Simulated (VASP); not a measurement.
A run of VASP 6.6.1:

INCAR

```
SYSTEM = AlN
ALGO = Fast
EDIFF = 1E-7
EDIFFG = -0.002
ENCUT = 520
GGA = PS
IBRION = 2
ISIF = 3
ISMEAR = 0
LASPH = .True.
LCHARG = .False.
LREAL = .False.
LWAVE = .False.
NELM = 60
NSW = 80
PREC = Accurate
SIGMA = 0.02
```

KPOINTS

```
k-points
0
Gamma
  12 12 12
  0 0 0
```

POSCAR

```
AlN                                     
1.0
    0.0000000000      2.1887403588      2.1887403588
    2.1887403588      0.0000000000      2.1887403588
    2.1887403588      2.1887403588     -0.0000000000
  Al              N             
     1     1
Direct
     0.0000000000000000    0.0000000000000000    0.0000000000000000
     0.7500000000000000    0.7500000000000000    0.7500000000000000
```

Potentials or basis: VASP PAW PBE potentials, release 64 (Al, N).

The run is started by

```console
$ cat potpaw_PBE.64/Al/POTCAR potpaw_PBE.64/N/POTCAR > POTCAR
$ mpirun -np 1 vasp_std > vasp.out
```

Hardware: 1 thread of Intel(R) Xeon(R) 6975P-C (Granite Rapids) (shared host).

Task: How long does it take, and how much memory?

Result: It took 11 s on 1 thread of Intel(R) Xeon(R) 6975P-C (Granite Rapids), on a shared host, peak memory 0.14 GiB. Counts: scf iterations 22, k points 72, ion steps 3.
